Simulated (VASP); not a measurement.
# GaAs (F-43m) in VASP: further runs

The runs below take GaAs through band structure, G0W0 low-scaling quasiparticle levels, with TB-mBJ, HSE06, HSE03, PBE0, r2SCAN-EpsX, PBE.

All numbers are computed with VASP 6.6.1; they aren't measurements. Logs are shortened: lines on timing, memory, paths and dates and some standing lists are left out, and cuts for length are marked.

**Experimental background.**

From “Evidence of valence band perturbations in GaAsN/GaAs(001): A combined variable-angle spectroscopic ellipsometry and modulated photoreflectance investigation”, 2008, arxiv:0805.2212, for a bulk crystal of GaAs at 300 K: band gap 1.418 ± 0.005 eV (direct); band gap 1.412 ± 0.01 eV (direct).

The runs below are set against these values where they give the same quantity.

### Step 1. The crystal as given

The structure is cubic, space group F-43m (No. 216). Conventional cell: a = 5.654 Å, b = 5.654 Å, c = 5.654 Å, α = 90.00°, β = 90.00°, γ = 90.00°. Around As (site symmetry -43m) lie 4 Ga at 2.45 Å. Ga (site symmetry -43m) has 4 As at 2.45 Å as nearest neighbours.

### Step 2. Band structure, TB-mBJ, spin-orbit coupling, no magnetisation

File POSCAR:

```
GaAs
1.0
    0.0000000000      2.8268500000      2.8268500000
    2.8268500000      0.0000000000      2.8268500000
    2.8268500000      2.8268500000      0.0000000000
As Ga
1 1
Direct
    0.7500000000      0.7500000000      0.7500000000
    0.0000000000      0.0000000000      0.0000000000
```

File INCAR.step1:

```
SYSTEM = GaAs
PREC     = Accurate       ! precision mode
ENCUT    = 520            ! plane-wave cutoff, eV
EDIFF    = 1E-5           ! SCF threshold, eV
ISMEAR   = 0              ! smearing method
SIGMA    = 0.02           ! smearing width, eV
LREAL    = .FALSE.        ! projectors in reciprocal space
LASPH    = .TRUE.         ! aspherical terms in the spheres
NELM     = 100            ! most SCF steps
ALGO     = Normal         ! electronic algorithm
ISIF     = 2              ! what is computed and relaxed
LWAVE    = .TRUE.         ! write WAVECAR
LCHARG   = .FALSE.        ! write CHGCAR
LNONCOLLINEAR= .TRUE.         ! non-collinear magnetism
MAGMOM   = 0 0 0 0 0 0    ! initial moments
LORBIT   = 11             ! projections on sites
LSORBIT  = .TRUE.         ! spin-orbit coupling
GGA_COMPAT= .FALSE.      
NBANDS   = 30             ! bands
GGA      = PE             ! functional
KPAR     = 2
```

File INCAR.step2:

```
SYSTEM = GaAs
PREC     = Accurate       ! precision mode
ENCUT    = 520            ! plane-wave cutoff, eV
EDIFF    = 1E-6           ! SCF threshold, eV
ISMEAR   = 0              ! smearing method
SIGMA    = 0.02           ! smearing width, eV
LREAL    = .FALSE.        ! projectors in reciprocal space
LASPH    = .TRUE.         ! aspherical terms in the spheres
NELM     = 100            ! most SCF steps
ALGO     = Normal         ! electronic algorithm
ISIF     = 2              ! what is computed and relaxed
LWAVE    = .FALSE.        ! write WAVECAR
LCHARG   = .FALSE.        ! write CHGCAR
LNONCOLLINEAR= .TRUE.         ! non-collinear magnetism
MAGMOM   = 0 0 0 0 0 0    ! initial moments
LORBIT   = 11             ! projections on sites
LSORBIT  = .TRUE.         ! spin-orbit coupling
GGA_COMPAT= .FALSE.      
METAGGA  = MBJ            ! meta-GGA
NBANDS   = 30             ! bands
ISTART   = 1            
KPAR     = 2
```

File KPOINTS:

```
regular mesh
0
G
  6 6 6
  0 0 0
```

File KPOINTS_OPT:

```
path GXWKGLUWLK,UX
15
line-mode
reciprocal
 0.0000000000  0.0000000000  0.0000000000  G
 0.5000000000  0.0000000000  0.5000000000  X

 0.5000000000  0.0000000000  0.5000000000  X
 0.5000000000  0.2500000000  0.7500000000  W

 0.5000000000  0.2500000000  0.7500000000  W
 0.3750000000  0.3750000000  0.7500000000  K

 0.3750000000  0.3750000000  0.7500000000  K
 0.0000000000  0.0000000000  0.0000000000  G

 0.0000000000  0.0000000000  0.0000000000  G
 0.5000000000  0.5000000000  0.5000000000  L

 0.5000000000  0.5000000000  0.5000000000  L
 0.6250000000  0.2500000000  0.6250000000  U

 0.6250000000  0.2500000000  0.6250000000  U
 0.5000000000  0.2500000000  0.7500000000  W

 0.5000000000  0.2500000000  0.7500000000  W
 0.5000000000  0.5000000000  0.5000000000  L

 0.5000000000  0.5000000000  0.5000000000  L
 0.3750000000  0.3750000000  0.7500000000  K

 0.6250000000  0.2500000000  0.6250000000  U
 0.5000000000  0.0000000000  0.5000000000  X
```

Potentials or basis: VASP PAW PBE potentials, release 64 (As, Ga_d).

On the command line:

```console
cat potpaw_PBE.64/As/POTCAR potpaw_PBE.64/Ga_d/POTCAR > POTCAR
cp INCAR.step1 INCAR
mpirun -np 2 vasp_ncl > vasp.out
cp INCAR.step2 INCAR
mpirun -np 2 vasp_ncl > vasp.out
```

OUTCAR:

```text
SYSTEM = GaAs
   PREC = Accurate
   ENCUT = 520
   EDIFF = 1E-6
   ISMEAR = 0
   LREAL = .FALSE.
   LASPH = .TRUE.
   NELM = 100
   ISIF = 2
   LNONCOLLINEAR = .TRUE.
   LORBIT = 11
   LSORBIT = .TRUE.
   METAGGA = MBJ
   ISTART = 1

 ion  position               nearest neighbor table
   1  0.750  0.750  0.750-   2 2.45   2 2.45   2 2.45   2 2.45
   2  0.000  0.000  0.000-   1 2.45   1 2.45   1 2.45   1 2.45

  LATTYP: Found a face centered cubic cell.
 ALAT       =     5.6537000000

  Lattice vectors:

 A1 = (   0.0000000000,   2.8268500000,   2.8268500000)
 A2 = (   2.8268500000,   0.0000000000,   2.8268500000)
 A3 = (   2.8268500000,   2.8268500000,   0.0000000000)

Analysis of symmetry for initial positions (statically):
=====================================================================
 Subroutine PRICEL returns:
 Original cell was already a primitive cell.

 Routine SETGRP: Setting up the symmetry group for a
 face centered cubic supercell.

 Subroutine GETGRP returns: Found 24 space group operations
 (whereof 24 operations were pure point group operations)
 out of a pool of 48 trial point group operations.

The static configuration has the point symmetry T_d .

Analysis of symmetry for dynamics (positions and initial velocities):
=====================================================================
 Subroutine PRICEL returns:
 Original cell was already a primitive cell.

 Routine SETGRP: Setting up the symmetry group for a
 face centered cubic supercell.

 Subroutine GETGRP returns: Found 24 space group operations
 (whereof 24 operations were pure point group operations)
 out of a pool of 48 trial point group operations.

The dynamic configuration has the point symmetry T_d .

Analysis of structural, dynamic, and magnetic symmetry:
=====================================================================
 Subroutine PRICEL returns:
 Original cell was already a primitive cell.

 Routine SETGRP: Setting up the symmetry group for a
 face centered cubic supercell.

 Subroutine GETGRP returns: Found 24 space group operations
 (whereof 24 operations were pure point group operations)
 out of a pool of 48 trial point group operations.

The overall configuration has the point symmetry T_d .

 Subroutine INISYM returns: Found 24 space group operations
 (whereof 24 operations are pure point group operations),
 and found     1 'primitive' translations

----------------------------------------------------------------------------------------

                                     Primitive cell

  volume of cell :      45.1792

  direct lattice vectors                    reciprocal lattice vectors
     0.000000000  2.826850000  2.826850000    -0.176875321  0.176875321  0.176875321
     2.826850000  0.000000000  2.826850000     0.176875321 -0.176875321  0.176875321
     2.826850000  2.826850000  0.000000000     0.176875321  0.176875321 -0.176875321

  length of vectors
     3.997769609  3.997769609  3.997769609     0.306357042  0.306357042  0.306357042

  position of ions in fractional coordinates (direct lattice)
     0.750000000  0.750000000  0.750000000
     0.000000000  0.000000000  0.000000000

  ion indices of the primitive-cell ions
   primitive index   ion index
                 1           1
                 2           2

----------------------------------------------------------------------------------------

 KPOINTS: regular mesh

Automatic generation of k-mesh.
 Grid dimensions read from file:
 generate k-points for:    6    6    6

 Generating k-lattice:

[... 77 lines left out ...]
     AMIX     =   0.40;   BMIX     =  1.00
     AMIX_MAG =   1.60;   BMIX_MAG =  1.00
  volume/ion in A,a.u.               =      22.59       152.44
  Fermi-wavevector in a.u.,A,eV,Ry     =   1.204628  2.276417 19.743799  1.451128
  Thomas-Fermi vector in A             =   2.340347
   LORBIT       =     11    0 simple, 1 ext, 2 COOP (PROOUT), +10 PAW based schemes
   METAGGA = MBJ    functional components
   LHFCALC =     F    Hartree Fock is set to
   AEXX    =    0.0000 exact exchange contribution
   IVDW    =     0    specifies the selected vdW correction
   LEPSILON=     F    determine dielectric tensor
   LRPA    =     F    only Hartree local field effects (RPA)
 Gauss-broadening in eV      SIGMA  =   0.02
  energy-cutoff  :      520.00
  volume of cell :       45.18
 maximum number of plane-waves:      2486
 NGX is ok and might be reduce to    30
   NGX = 15   NGY = 15   NGZ = 15

 number of electron      17.9999995 magnetization       0.0000000      0.0000000      0.0000000

 number of electron      17.9999995 magnetization       0.0000000     -0.0000000      0.0000000

 number of electron      17.9999995 magnetization      -0.0000000     -0.0000000     -0.0000000

 number of electron      17.9999995 magnetization       0.0000000     -0.0000000     -0.0000000

 Free energy of the ion-electron system (eV)
  ---------------------------------------------------
  ext. energy  EPLUGINS =         0.00000000
  ---------------------------------------------------
  free energy    TOTEN  =       220.51100444 eV

  energy without entropy =      220.51100444  energy(sigma->0) =      220.51100444

 E-fermi :   4.2053     XC(G=0):  -9.3521

 val. band max:        4.0439693551   @ k =   0.0000   0.0000   0.0000
 cond. band min:       5.5415756190   @ k =   0.0000   0.0000   0.0000
 fundamental gap:      1.4976062639
 Fermi energy:         4.2053243335

 k-point     1 :       0.0000    0.0000    0.0000
  band No.  band energies     occupation
      1     -11.2797      1.00000
      2     -11.2797      1.00000
      3     -11.2797      1.00000
      4     -11.2797      1.00000
      5     -10.8627      1.00000
      6     -10.8627      1.00000
[... 715 lines left out ...]
     29      16.3834      0.00000
     30      16.4679      0.00000

------------------------ aborting loop because EDIFF is reached ----------------------------------------

  FORCE on cell =-STRESS in cart. coord.  units (eV):
  Direction    XX          YY          ZZ          XY          YZ          ZX
  --------------------------------------------------------------------------------------
  -------------------------------------------------------------------------------------
  Total      -86.6709688    -86.6709688    -86.6709688      0.0000000     -0.0000000      0.0000000
  in kB    -3073.5900730  -3073.5900730  -3073.5900730      0.0000000     -0.0000000      0.0000000
  external PRESSURE =   -3073.5900730 kB  Pullay stress =       0.0000000 kB

 VOLUME and BASIS-vectors are now :
 -----------------------------------------------------------------------------
  energy-cutoff  :      520.00
  volume of cell :       45.18
      direct lattice vectors                 reciprocal lattice vectors
     0.000000000  2.826850000  2.826850000    -0.176875321  0.176875321  0.176875321
     2.826850000  0.000000000  2.826850000     0.176875321 -0.176875321  0.176875321
     2.826850000  2.826850000  0.000000000     0.176875321  0.176875321 -0.176875321

 POSITION                                       TOTAL-FORCE (eV/Angst)
 -----------------------------------------------------------------------------------
      4.24027      4.24027      4.24027         0.000000     -0.000000      0.000000
      0.00000      0.00000      0.00000        -0.000000      0.000000     -0.000000
 -----------------------------------------------------------------------------------
    total drift:                               -0.000002     -0.000002     -0.000001

  FREE ENERGIE OF THE ION-ELECTRON SYSTEM (eV)
  ---------------------------------------------------
  free  energy   TOTEN  =       220.5110044358 eV

  energy  without entropy=      220.5110044358  energy(sigma->0) =      220.51100444

 Spin-Orbit-Coupling matrix elements

 Ion:    1  E_soc:     -0.0218539
 l=   1
     0.0000000    -0.0036339    -0.0036339
    -0.0036339     0.0000000    -0.0036339
    -0.0036339    -0.0036339     0.0000000
 l=   2
     0.0000000    -0.0000046     0.0000000    -0.0000046    -0.0000038
    -0.0000046     0.0000000    -0.0000028    -0.0000046    -0.0000009
     0.0000000    -0.0000028     0.0000000    -0.0000028     0.0000000
    -0.0000046    -0.0000046    -0.0000028     0.0000000    -0.0000009
    -0.0000038    -0.0000009     0.0000000    -0.0000009     0.0000000
 l=   3
     0.0000000     0.0000000     0.0000000     0.0000000     0.0000000     0.0000000     0.0000000
     0.0000000     0.0000000     0.0000000     0.0000000     0.0000000     0.0000000     0.0000000
     0.0000000     0.0000000     0.0000000     0.0000000     0.0000000     0.0000000     0.0000000
     0.0000000     0.0000000     0.0000000     0.0000000     0.0000000     0.0000000     0.0000000
     0.0000000     0.0000000     0.0000000     0.0000000     0.0000000     0.0000000     0.0000000
     0.0000000     0.0000000     0.0000000     0.0000000     0.0000000     0.0000000     0.0000000
     0.0000000     0.0000000     0.0000000     0.0000000     0.0000000     0.0000000     0.0000000

 Ion:    2  E_soc:     -0.0110965
 l=   1
     0.0000000    -0.0010636    -0.0010636
    -0.0010636     0.0000000    -0.0010636
    -0.0010636    -0.0010636     0.0000000
 l=   2
     0.0000000    -0.0001578     0.0000000    -0.0001578    -0.0006279
    -0.0001578     0.0000000    -0.0004710    -0.0001578    -0.0001570
     0.0000000    -0.0004710     0.0000000    -0.0004710     0.0000000
    -0.0001578    -0.0001578    -0.0004710     0.0000000    -0.0001570
    -0.0006279    -0.0001570     0.0000000    -0.0001570     0.0000000
 l=   3
     0.0000000     0.0000000     0.0000000     0.0000000     0.0000000     0.0000000     0.0000000
     0.0000000     0.0000000     0.0000000     0.0000000     0.0000000     0.0000000     0.0000000
     0.0000000     0.0000000     0.0000000     0.0000000     0.0000000     0.0000000     0.0000000
     0.0000000     0.0000000     0.0000000     0.0000000     0.0000000     0.0000000     0.0000000
     0.0000000     0.0000000     0.0000000     0.0000000     0.0000000     0.0000000     0.0000000
     0.0000000     0.0000000     0.0000000     0.0000000     0.0000000     0.0000000     0.0000000
     0.0000000     0.0000000     0.0000000     0.0000000     0.0000000     0.0000000     0.0000000

 total charge

# of ion       s       p       d       tot
------------------------------------------
    1        1.227   1.695   0.035   2.957
    2        0.757   0.671  10.002  11.430
--------------------------------------------------
tot          1.985   2.366  10.036  14.387

 magnetization (x)

# of ion       s       p       d       tot
------------------------------------------
    1        0.000  -0.000   0.000  -0.000
    2        0.000   0.000   0.000   0.000
--------------------------------------------------
tot          0.000  -0.000   0.000   0.000

 magnetization (y)

# of ion       s       p       d       tot
------------------------------------------
    1        0.000  -0.000   0.000  -0.000
    2       -0.000   0.000   0.000  -0.000
--------------------------------------------------
tot         -0.000  -0.000   0.000  -0.000

 magnetization (z)

# of ion       s       p       d       tot
------------------------------------------
    1       -0.000  -0.000  -0.000  -0.000
    2        0.000   0.000   0.000   0.000
--------------------------------------------------
tot          0.000   0.000  -0.000   0.000
```

Run time: 3.9 min. Hardware: 2 MPI ranks of Intel Xeon 6975P-C (Granite Rapids), shared host; peak memory 0.35 GiB.

What came out:

```yaml
Valence_electrons_inside_the_program's_atomic_spheres: As 2.96; Ga 11.43
```

Caveat: the PAW data sets were made with another functional, which shifts forces and pressure a little.

### Step 3. Band structure, HSE06

POSCAR is that of step 2.

File INCAR.step1:

```
ALGO     = Normal         # electronic algorithm
EDIFF    = 1E-5           # SCF threshold, eV
ENCUT    = 520            # plane-wave cutoff, eV
GGA      = PE             # functional
ISIF     = 2              # what is computed and relaxed
ISMEAR   = 0              # smearing method
KPAR     = 4            
LASPH    = T              # aspherical terms in the spheres
LCHARG   = F              # write CHGCAR
LREAL    = F              # projectors in reciprocal space
LWAVE    = T              # write WAVECAR
NBANDS   = 16             # bands
NELM     = 80             # most SCF steps
PREC     = Accurate       # precision mode
SIGMA    = 0.02           # smearing width, eV
```

File INCAR.step2:

```
ALGO     = Normal         # electronic algorithm
EDIFF    = 1E-6           # SCF threshold, eV
ENCUT    = 520            # plane-wave cutoff, eV
GGA      = PE             # functional
HFSCREEN = 0.2            # screening, 1/A
ISIF     = 2              # what is computed and relaxed
ISMEAR   = 0              # smearing method
ISTART   = 1            
KPAR     = 4            
LASPH    = T              # aspherical terms in the spheres
LCHARG   = F              # write CHGCAR
LHFCALC  = T              # exact exchange
LREAL    = F              # projectors in reciprocal space
LWAVE    = F              # write WAVECAR
NBANDS   = 16             # bands
NELM     = 80             # most SCF steps
PREC     = Accurate       # precision mode
PRECFOCK = Fast         
SIGMA    = 0.02           # smearing width, eV
```

File KPOINTS:

```
k-points
0
Gamma
  6 6 6
```

Changes to KPOINTS_OPT since step 2:

```diff
@@ -1,3 +1,3 @@
 path GXWKGLUWLK,UX
-15
+10
 line-mode
```

Potentials or basis: VASP PAW PBE potentials, release 64 (As, Ga_d).

On the command line:

```console
cat potpaw_PBE.64/As/POTCAR potpaw_PBE.64/Ga_d/POTCAR > POTCAR
cp INCAR.step1 INCAR
mpirun -np 4 vasp_std > vasp.out
cp INCAR.step2 INCAR
mpirun -np 4 vasp_std > vasp.out
```

It took 36 min on 4 MPI ranks of Intel Xeon Platinum 8259CL at 2.50GHz (Skylake/Cascade Lake), shared host; peak memory 0.36 GiB.

Results (log left out):

```
Free energy             : -9.8752 eV
Pressure                : 1.0 GPa
Band gap on the k mesh  : 1.43 eV, direct
Band gap along the path : 1.43 eV, direct
```

Levels at the corners of the path, in eV from the valence-band top:
| point | band 6 | band 7 | band 8 | band 9 | band 10 | band 11 | band 12 | band 13 |
| --- | --- | --- | --- | --- | --- | --- | --- | --- |
| Γ | -13.97 | 0.00 | 0.00 | 0.00 | 1.43 | 4.56 | 4.56 | 4.56 |
| X | -11.23 | -7.38 | -2.91 | -2.91 | 2.09 | 2.35 | 11.54 | 11.54 |
| X | -11.23 | -7.38 | -2.91 | -2.91 | 2.09 | 2.35 | 11.54 | 11.54 |
| W | -11.17 | -7.16 | -3.84 | -3.60 | 5.47 | 5.64 | 6.42 | 6.88 |
| W | -11.17 | -7.16 | -3.84 | -3.60 | 5.47 | 5.64 | 6.42 | 6.88 |
| K | -11.27 | -7.17 | -4.18 | -2.44 | 2.66 | 5.52 | 9.11 | 9.21 |
| K | -11.27 | -7.17 | -4.18 | -2.44 | 2.66 | 5.52 | 9.11 | 9.21 |
| Γ | -13.97 | 0.00 | 0.00 | 0.00 | 1.43 | 4.56 | 4.56 | 4.56 |
| Γ | -13.97 | 0.00 | 0.00 | 0.00 | 1.43 | 4.56 | 4.56 | 4.56 |
| L | -12.05 | -7.21 | -1.23 | -1.23 | 1.78 | 5.48 | 5.48 | 8.67 |
| L | -12.05 | -7.21 | -1.23 | -1.23 | 1.78 | 5.48 | 5.48 | 8.67 |
| U | -11.27 | -7.17 | -4.18 | -2.44 | 2.66 | 5.52 | 9.11 | 9.21 |
| U | -11.27 | -7.17 | -4.18 | -2.44 | 2.66 | 5.52 | 9.11 | 9.21 |
| W | -11.17 | -7.16 | -3.84 | -3.60 | 5.47 | 5.64 | 6.42 | 6.88 |
| W | -11.17 | -7.16 | -3.84 | -3.60 | 5.47 | 5.64 | 6.42 | 6.88 |
| L | -12.05 | -7.21 | -1.23 | -1.23 | 1.78 | 5.48 | 5.48 | 8.67 |
| L | -12.05 | -7.21 | -1.23 | -1.23 | 1.78 | 5.48 | 5.48 | 8.67 |
| K | -11.27 | -7.17 | -4.18 | -2.44 | 2.66 | 5.52 | 9.11 | 9.21 |
| U | -11.27 | -7.17 | -4.18 | -2.44 | 2.66 | 5.52 | 9.11 | 9.21 |
| X | -11.23 | -7.38 | -2.91 | -2.91 | 2.09 | 2.35 | 11.54 | 11.54 |

Caveat: the PAW data sets were made with another functional, which shifts forces and pressure a little.

[end of part 1 of 3]
